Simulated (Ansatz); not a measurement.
**17O fingerprints of the forms of TiO2**

The numbers come from a DFT calculation in Ansatz (PBE, plane waves and PAW, scalar-relativistic, 420 eV cutoff). Q(17O) = -25.58 mb, I = 5/2. The cells come from the Materials Project (computed, not necessarily observed phases), with the atoms as given. Calculated pressures reach 3 GPa in size and forces 0.2 eV/Å in them. Spin–orbit coupling is left out.

(1) Rank the structures by their largest 17O |C_Q|, smallest first.
A. I4/m, 12 atoms in the cell run; O sites: (1) 3 Ti at 1.89–2.01 Å. (2) 3 Ti at 1.92–2.06 Å.
B. C2/m, 12 atoms in the cell run; O sites: (1) 3 Ti at 1.86–2.16 Å. (2) 3 Ti at 1.94–2.03 Å. (3) 2 Ti at 1.78–1.87 Å, angle 168°. (4) 4 Ti at 1.96–2.34 Å.

Results:

(1) A (1.15 MHz), B (1.72 MHz).
